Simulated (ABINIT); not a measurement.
Crystal: MgS (Niningerite).

```
S Mg
1.0
     0.00000    2.60165    2.60165
     2.60165    0.00000    2.60165
     2.60165    2.60165    0.00000
S Mg
1 1
Direct
  0.50000 0.50000 0.50000
  0.00000 0.00000 0.00000
```

Base run:

| Quantity | Value |
| --- | --- |
| Program | ABINIT 10.8.3 (patched build) |
| Functional | PBE |
| Potentials or basis | SPMS NC PBE v1.0 |
| Cutoff | 707 eV |
| k mesh | 6 × 6 × 6 |
| Occupations | fixed |
| Spin | no spin polarisation |

Its results: band gap on the k mesh 2.78 eV, indirect (least direct gap 3.71 eV); pressure 0.9 GPa.

Task: The run is repeated on the same cell with these changes: functional from PBE to HSE06. What comes out?

Result: Band gap on the k mesh 3.84 eV, indirect (least direct gap 4.86 eV); pressure 0.1 GPa.

HSE06 gives the wider gap, since exact exchange removes part of the self-interaction.

Caveats: Libxc's HSE differs a little from that of other programs (some runs); the potentials were made for another functional, which shifts forces and pressure (some runs).

A k mesh can miss the band edges.
